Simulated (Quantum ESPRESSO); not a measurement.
# HgTe (Cmcm) in Quantum ESPRESSO: settings compared, part 2 of 3

Quantum ESPRESSO 7.5. The steps go on from the part before.

### 3 Single point, LDA, 28.27 Å³/atom

File pw.in:

```
&CONTROL
  calculation = 'scf'
  prefix = 'pwscf'
  outdir = './tmp'
  pseudo_dir = './pseudo'
  tprnfor = .true.
  tstress = .true.
  disk_io = 'nowf'
/
&SYSTEM
  ibrav = 0
  nat = 4
  ntyp = 2
  ecutwfc = 45
  ecutrho = 360
  nbnd = 26
  occupations = 'smearing'
  smearing = 'fd'
  degauss = 0.00367493
/
&ELECTRONS
  conv_thr = 8d-10
  electron_maxstep = 120
  mixing_beta = 0.5
/
ATOMIC_SPECIES
Hg   200.5920 hg_lda_v1.uspp.F.UPF
Te   127.6000 te_lda_v1.uspp.F.UPF
CELL_PARAMETERS angstrom
   2.9314290629   -3.3961554883    0.0000000000
   2.9314290629    3.3961554883    0.0000000000
   0.0000000000    0.0000000000    5.6797940534
ATOMIC_POSITIONS crystal
Hg     0.6569500000    0.3430500000    0.2500000000
Hg     0.3430500000    0.6569500000    0.7500000000
Te     0.2151910000    0.7848090000    0.2500000000
Te     0.7848090000    0.2151910000    0.7500000000
K_POINTS automatic
6 6 5 0 0 0
```

Potentials or basis: GBRV 1.5 LDA.

Launch:

```bash
> OMP_NUM_THREADS=1 mpirun -n 2 pw.x -nk 2 -in pw.in > pw.out
```

pw.out:

```text
This program is part of the open-source Quantum ESPRESSO suite
     for quantum simulation of materials; please cite
         "P. Giannozzi et al., J. Phys.:Condens. Matter 21 395502 (2009);
         "P. Giannozzi et al., J. Phys.:Condens. Matter 29 465901 (2017);
         "P. Giannozzi et al., J. Chem. Phys. 152 154105 (2020);
     in publications or presentations arising from this work. More details at

     Message from routine setup:
     using ibrav=0 with symmetry is DISCOURAGED, use correct ibrav instead

     K-points division:     npool     =       2
     Subspace diagonalization in iterative solution of the eigenvalue problem:
     a serial algorithm will be used

     G-vector sticks info
     --------------------
     sticks:   dense  smooth     PW     G-vecs:    dense   smooth      PW
     Sum        2039    1021    295                88171    31121    5035

     Using Slab Decomposition

     bravais-lattice index     =            0
     lattice parameter (alat)  =       8.4779  a.u.
     unit-cell volume          =     763.1785 (a.u.)^3
     number of atoms/cell      =            4
     number of atomic types    =            2
     number of electrons       =        36.00
     number of Kohn-Sham states=           26
     kinetic-energy cutoff     =      45.0000  Ry
     charge density cutoff     =     360.0000  Ry
     scf convergence threshold =      8.0E-10
     mixing beta               =       0.5000
     number of iterations used =            8  plain     mixing
     Exchange-correlation= SLA  PZ   NOGX NOGC
                           (   1   1   0   0   0   0   0)

     celldm(1)=   8.477933  celldm(2)=   0.000000  celldm(3)=   0.000000
     celldm(4)=   0.000000  celldm(5)=   0.000000  celldm(6)=   0.000000

     crystal axes: (cart. coord. in units of alat)
               a(1) = (   0.653414  -0.757001   0.000000 )
               a(2) = (   0.653414   0.757001   0.000000 )
               a(3) = (   0.000000   0.000000   1.266023 )

     reciprocal axes: (cart. coord. in units 2 pi/alat)
               b(1) = (  0.765212 -0.660501  0.000000 )
               b(2) = (  0.765212  0.660501 -0.000000 )
               b(3) = ( -0.000000  0.000000  0.789875 )

     PseudoPot. # 1 for Hg read from file:
     hg_lda_v1.uspp.F.UPF
     Pseudo is Ultrasoft + core correction, Zval = 12.0
     Generated by new atomic code, or converted to UPF format
     Using radial grid of  985 points,  6 beta functions with:
                l(1) =   0
                l(2) =   0
                l(3) =   1
                l(4) =   1
                l(5) =   2
                l(6) =   2
     Q(r) pseudized with  8 coefficients,  rinner =    2.000   2.000   2.000
                                                       2.000   2.000

     PseudoPot. # 2 for Te read from file:
     te_lda_v1.uspp.F.UPF
     Pseudo is Ultrasoft + core correction, Zval =  6.0
     Generated by new atomic code, or converted to UPF format
     Using radial grid of  891 points,  5 beta functions with:
                l(1) =   0
                l(2) =   0
                l(3) =   1
                l(4) =   1
                l(5) =   2
     Q(r) pseudized with  6 coefficients,  rinner =    1.800   1.800   1.800
                                                       1.800   1.800

     atomic species   valence    mass     pseudopotential
     Hg               12.00   200.59200     Hg( 1.00)
     Te                6.00   127.60000     Te( 1.00)

      8 Sym. Ops., with inversion, found ( 4 have fractional translation)

   Cartesian axes

     site n.     atom                  positions (alat units)
         1        Hg     tau(   1) = (   0.6534137  -0.2376226   0.3165057  )
         2        Hg     tau(   2) = (   0.6534137   0.2376226   0.9495170  )
         3        Te     tau(   3) = (   0.6534137   0.4312014   0.3165057  )
         4        Te     tau(   4) = (   0.6534137  -0.4312014   0.9495170  )

     number of k points=    39  Fermi-Dirac smearing, width (Ry)=  0.0037
                       cart. coord. in units 2pi/alat
        k(    1) = (   0.0000000   0.0000000   0.0000000), wk =   0.0111111
        k(    2) = (   0.0000000   0.0000000   0.1579751), wk =   0.0222222
        k(    3) = (   0.0000000   0.0000000   0.3159501), wk =   0.0222222
        k(    4) = (   0.1275353   0.1100835   0.0000000), wk =   0.0444444
        k(    5) = (   0.1275353   0.1100835   0.1579751), wk =   0.0888889
        k(    6) = (   0.1275353   0.1100835   0.3159501), wk =   0.0888889
[... 31 lines left out ...]
        k(   38) = (  -0.7652119   0.0000000   0.1579751), wk =   0.0222222
        k(   39) = (  -0.7652119   0.0000000   0.3159501), wk =   0.0222222

     Dense  grid:    88171 G-vectors     FFT dimensions: (  54,  54,  72)

     Smooth grid:    31121 G-vectors     FFT dimensions: (  40,  40,  48)

     Initial potential from superposition of free atoms

     starting charge      35.9995, renormalised to      36.0000
     Starting wfcs are   26 randomized atomic wfcs

     Self-consistent Calculation

     iteration #  1     ecut=    45.00 Ry     beta= 0.50
     Davidson diagonalization with overlap
     ethr =  1.00E-02,  avg # of iterations =  5.2

     Threshold (ethr) on eigenvalues was too large:
     Diagonalizing with lowered threshold

     Davidson diagonalization with overlap
     ethr =  2.53E-04,  avg # of iterations =  3.7

     total energy              =    -268.08696072 Ry
     estimated scf accuracy    <       0.09249470 Ry

     iteration #  2     ecut=    45.00 Ry     beta= 0.50
     Davidson diagonalization with overlap
     ethr =  2.57E-04,  avg # of iterations =  2.0
[... 43 lines left out ...]
     total energy              =    -268.11648186 Ry
     estimated scf accuracy    <          1.5E-09 Ry

     iteration #  9     ecut=    45.00 Ry     beta= 0.50
     Davidson diagonalization with overlap
     ethr =  4.05E-12,  avg # of iterations =  4.8

     End of self-consistent calculation

          k = 0.0000 0.0000 0.0000 (  3909 PWs)   bands (ev):

    -4.4788  -3.2259   0.7915   0.9169   0.9445   0.9954   1.0081   1.0954
     1.2088   1.2512   1.2963   1.9971   3.5940   4.9439   5.1226   5.1251
     6.7067   7.3718   7.4186   7.7401  11.8586  13.0009  14.0863  14.7065
    14.8315  15.1905

          k = 0.0000 0.0000 0.1580 (  3865 PWs)   bands (ev):

    -4.3432  -3.3051   0.7189   0.8956   0.9345   0.9365   1.0415   1.1723
     1.1762   1.2570   1.3429   1.4467   3.6020   5.0949   5.2557   6.1051
     6.1119   6.5356   7.4723   9.0508  12.0296  13.3153  13.4366  14.3025
    14.9372  15.0890
[... 148 lines left out ...]
          k =-0.1275-0.3303 0.3160 (  3882 PWs)   bands (ev):

    -3.6115  -3.3552   0.5376   0.7344   0.8261   0.8872   0.9676   1.0821
     1.2517   1.2637   1.3102   1.4300   2.6694   2.9966   5.7376   6.1918
     6.5953   7.1513   9.1514   9.5648  11.1958  12.0165  13.2588  14.0119
    14.3579  14.8321

          k = 0.0000-0.2202 0.0000 (  3886 PWs)   bands (ev):

    -4.2806  -3.2210   0.7439   0.9066   0.9313   1.0120   1.0451   1.0705
     1.1822   1.2638   1.2722   1.9421   3.8594   4.0389   4.6451   5.6240
     6.5550   7.0000   7.3540   8.9147  11.3350  12.6866  13.2127  14.0546
    14.2559  15.0725

          k = 0.0000-0.2202 0.1580 (  3890 PWs)   bands (ev):

    -4.1544  -3.2714   0.6877   0.8167   0.9393   0.9935   1.0222   1.1117
     1.1558   1.2571   1.2985   1.6513   3.3187   4.4776   4.8064   5.7749
     6.3430   7.4052   7.5986   9.3885  11.3684  12.1666  12.8401  14.0065
    14.8117  15.4681

          k = 0.0000-0.2202 0.3160 (  3868 PWs)   bands (ev):

    -3.8308  -3.4763   0.5778   0.7749   0.8942   0.9156   0.9169   1.0437
     1.2455   1.2512   1.3042   1.3894   3.3645   3.8234   5.2443   5.8261
     6.8052   7.3523   8.7629   9.5973  11.2006  12.4762  13.2466  13.4919
    13.7366  15.0672

          k = 0.5101 0.0000 0.0000 (  3888 PWs)   bands (ev):

    -3.5246  -3.4054   0.7802   0.7997   0.8106   0.9960   1.0591   1.1338
     1.2833   1.2899   1.3680   1.4033   2.5950   3.9947   4.8260   5.2698
     6.0520   6.4956   7.5572   9.4136  11.3489  13.7739  13.8541  14.2947
    14.6939  15.1476
[... 50 lines left out ...]
          k =-0.0000-0.4403 0.3160 (  3894 PWs)   bands (ev):

    -3.5298  -3.3277   0.5698   0.7299   0.9416   0.9927   1.0232   1.1457
     1.2603   1.3116   1.3676   1.5982   3.0384   3.2715   4.5887   5.2820
     5.4968   6.1935   9.0723   9.8364  12.3211  13.1211  14.0596  14.3711
    14.7566  14.8997

          k =-0.7652 0.0000 0.0000 (  3894 PWs)   bands (ev):

    -3.6331  -3.3370   0.8697   0.8751   0.9714   1.1053   1.2081   1.2349
     1.3474   1.3549   1.5817   1.9227   2.4240   3.4424   5.6317   5.7970
     5.8096   5.8812   5.9285   6.2854  10.9695  13.0947  15.0029  15.7673
    17.2125  17.4127

          k =-0.7652 0.0000 0.1580 (  3910 PWs)   bands (ev):

    -3.5577  -3.3055   0.8059   0.8899   0.8938   0.9369   1.2279   1.2831
     1.3321   1.3380   1.6150   1.9118   2.6398   3.6863   4.2465   4.4741
     5.6612   5.7351   7.5224   7.9973  11.5721  13.4845  14.9169  15.9073
    16.8165  17.0960

          k =-0.7652 0.0000 0.3160 (  3906 PWs)   bands (ev):

    -3.3933  -3.2878   0.6090   0.7100   0.9592   1.0874   1.0885   1.2727
     1.2825   1.3130   1.6972   1.8055   2.9951   3.3304   4.1845   4.2850
     4.8485   5.0199   9.4243   9.8791  12.7618  14.4211  14.4895  15.1792
    15.2033  15.7582

     the Fermi energy is     7.7264 ev

!    total energy              =    -268.11648186 Ry
     estimated scf accuracy    <          3.2E-11 Ry
     smearing contrib. (-TS)   =      -0.00090668 Ry
     internal energy E=F+TS    =    -268.11557518 Ry

     The total energy is F=E-TS. E is the sum of the following terms:
     one-electron contribution =     -42.36585726 Ry
     hartree contribution      =      48.99948232 Ry
     xc contribution           =    -106.07711352 Ry
     ewald contribution        =    -168.67208672 Ry

     convergence has been achieved in   9 iterations

     Forces acting on atoms (cartesian axes, Ry/au):

     atom    1 type  1   force =     0.00000000   -0.00194408   -0.00000000
     atom    2 type  1   force =    -0.00000000    0.00194408    0.00000000
     atom    3 type  2   force =     0.00000000   -0.00289761    0.00000000
     atom    4 type  2   force =    -0.00000000    0.00289761    0.00000000

     Total force =     0.004935     Total SCF correction =     0.000002

     Computing stress (Cartesian axis) and pressure

          total   stress  (Ry/bohr**3)                   (kbar)     P=      -22.47
  -0.00015674   0.00000000   0.00000000          -23.06        0.00        0.00
   0.00000000  -0.00014931   0.00000000            0.00      -21.96        0.00
   0.00000000   0.00000000  -0.00015226            0.00        0.00      -22.40

=------------------------------------------------------------------------------=
   JOB DONE.
=------------------------------------------------------------------------------=
```

Run time: 45 s. Hardware: 2 MPI ranks of Arm Neoverse V1, shared host; peak memory 0.5 GiB.

Results:

```
Free energy            : -3647.9106 eV
Pressure               : -2.2 GPa
Largest force          : 0.075 eV/Å
Band gap on the k mesh : none (metal or under the smearing width)
```

### 4 Single point, LDA, 28.87 Å³/atom

Changes to pw.in since step 3:

```diff
@@ -29,5 +29,5 @@
 CELL_PARAMETERS angstrom
-   2.9314290629   -3.3961554883    0.0000000000
-   2.9314290629    3.3961554883    0.0000000000
-   0.0000000000    0.0000000000    5.6797940534
+   2.9520736097   -3.4200728643    0.0000000000
+   2.9520736097    3.4200728643    0.0000000000
+   0.0000000000    0.0000000000    5.7197939209
 ATOMIC_POSITIONS crystal
```

Launch:

```bash
> OMP_NUM_THREADS=1 mpirun -n 2 pw.x -nk 2 -in pw.in > pw.out
```

It took 45 s on 2 MPI ranks of Arm Neoverse V1, shared host; peak memory 0.5 GiB.

It converged, with:

```
Free energy            : -3647.8695 eV
Pressure               : -3.2 GPa
Largest force          : 0.139 eV/Å
Band gap on the k mesh : none (metal or under the smearing width)
```

### 5 Single point, LDA, 29.48 Å³/atom

Changes to pw.in since step 4:

```diff
@@ -29,5 +29,5 @@
 CELL_PARAMETERS angstrom
-   2.9520736097   -3.4200728643    0.0000000000
-   2.9520736097    3.4200728643    0.0000000000
-   0.0000000000    0.0000000000    5.7197939209
+   2.9724333814   -3.4436603190    0.0000000000
+   2.9724333814    3.4436603190    0.0000000000
+   0.0000000000    0.0000000000    5.7592420221
 ATOMIC_POSITIONS crystal
```

Launch:

```bash
> OMP_NUM_THREADS=1 mpirun -n 2 pw.x -nk 2 -in pw.in > pw.out
```

Run time: 46 s. Hardware: 2 MPI ranks of Arm Neoverse V1, shared host; peak memory 0.5 GiB.

It converged, with:

| Property | Result |
| --- | --- |
| Free energy | -3647.8144 eV |
| Pressure | -4.1 GPa |
| Largest force | 0.198 eV/Å |
| Band gap on the k mesh | none (metal or under the smearing width) |

### 6 Single point, LDA, 30.08 Å³/atom

Changes to pw.in since step 5:

```diff
@@ -29,5 +29,5 @@
 CELL_PARAMETERS angstrom
-   2.9724333814   -3.4436603190    0.0000000000
-   2.9724333814    3.4436603190    0.0000000000
-   0.0000000000    0.0000000000    5.7592420221
+   2.9925180000   -3.4669290000    0.0000000000
+   2.9925180000    3.4669290000    0.0000000000
+   0.0000000000    0.0000000000    5.7981570000
 ATOMIC_POSITIONS crystal
```

Potentials or basis: GBRV 1.5 LDA.

Launch:

```bash
> OMP_NUM_THREADS=1 mpirun -n 2 pw.x -nk 2 -in pw.in > pw.out
```

Run time: 46 s. Hardware: 2 MPI ranks of Arm Neoverse V1, shared host; peak memory 0.52 GiB.

It converged, with:

```
Free energy            : -3647.7473 eV
Pressure               : -4.9 GPa
Largest force          : 0.251 eV/Å
Band gap on the k mesh : none (metal or under the smearing width)
```

### 7 Single point, LDA, 30.68 Å³/atom

Changes to pw.in since step 6:

```diff
@@ -29,5 +29,5 @@
 CELL_PARAMETERS angstrom
-   2.9925180000   -3.4669290000    0.0000000000
-   2.9925180000    3.4669290000    0.0000000000
-   0.0000000000    0.0000000000    5.7981570000
+   3.0123365776   -3.4898894638    0.0000000000
+   3.0123365776    3.4898894638    0.0000000000
+   0.0000000000    0.0000000000    5.8365565098
 ATOMIC_POSITIONS crystal
```

Launch:

```bash
> OMP_NUM_THREADS=1 mpirun -n 2 pw.x -nk 2 -in pw.in > pw.out
```

Run time: 47 s. Hardware: 2 MPI ranks of Arm Neoverse V1, shared host; peak memory 0.52 GiB.

Results (log left out):

```yaml
Free_energy: -3647.6698 eV
Pressure: -5.5 GPa
Largest_force: 0.299 eV/Å
Band_gap_on_the_k_mesh: none (metal or under the smearing width)
```

### 8 Single point, LDA, 31.28 Å³/atom

Changes to pw.in since step 7:

```diff
@@ -29,5 +29,5 @@
 CELL_PARAMETERS angstrom
-   3.0123365776   -3.4898894638    0.0000000000
-   3.0123365776    3.4898894638    0.0000000000
-   0.0000000000    0.0000000000    5.8365565098
+   3.0318977528   -3.5125517187    0.0000000000
+   3.0318977528    3.5125517187    0.0000000000
+   0.0000000000    0.0000000000    5.8744572894
 ATOMIC_POSITIONS crystal
```

Launch:

```bash
> OMP_NUM_THREADS=1 mpirun -n 2 pw.x -nk 2 -in pw.in > pw.out
```

It took 47 s on 2 MPI ranks of Arm Neoverse V1, shared host; peak memory 0.54 GiB.

The run converged. Its results:

- Free energy: -3647.5833 eV
- Pressure: -6.1 GPa
- Largest force: 0.343 eV/Å
- Band gap on the k mesh: none (metal or under the smearing width)

### 9 Single point, LDA, 31.88 Å³/atom

Changes to pw.in since step 8:

```diff
@@ -29,5 +29,5 @@
 CELL_PARAMETERS angstrom
-   3.0318977528   -3.5125517187    0.0000000000
-   3.0318977528    3.5125517187    0.0000000000
-   0.0000000000    0.0000000000    5.8744572894
+   3.0512097241   -3.5349252628    0.0000000000
+   3.0512097241    3.5349252628    0.0000000000
+   0.0000000000    0.0000000000    5.9118752236
 ATOMIC_POSITIONS crystal
```

Potentials or basis: GBRV 1.5 LDA.

Launch:

```bash
> OMP_NUM_THREADS=1 mpirun -n 2 pw.x -nk 2 -in pw.in > pw.out
```

Run time: 47 s. Hardware: 2 MPI ranks of Arm Neoverse V1, shared host; peak memory 0.54 GiB.

It converged, with:

* Free energy: -3647.4892 eV
* Pressure: -6.5 GPa
* Largest force: 0.382 eV/Å
* Band gap on the k mesh: none (metal or under the smearing width)

### 10 Equation of state, LDA

No new run: the results of the series are fitted here.

Results:

- Equilibrium volume: 27.18 Å³/atom (rough: see the caveat)
- Bulk modulus at fixed shape and positions: 63 GPa (rough)

Energy against volume, from the lowest point:
```tsv
volume (Å³/atom)	energy (meV/atom)
28.273	0.00
28.874	10.28
29.476	24.04
30.077	40.81
30.679	60.20
31.281	81.82
31.882	105.34
```

Caveat: the minimum lies outside the volumes run; the cell was scaled at fixed shape and fractional positions, which overstates the stiffness of a crystal with free parameters, most of all of layers and chains.

(Part 2 of 3 ends here.)
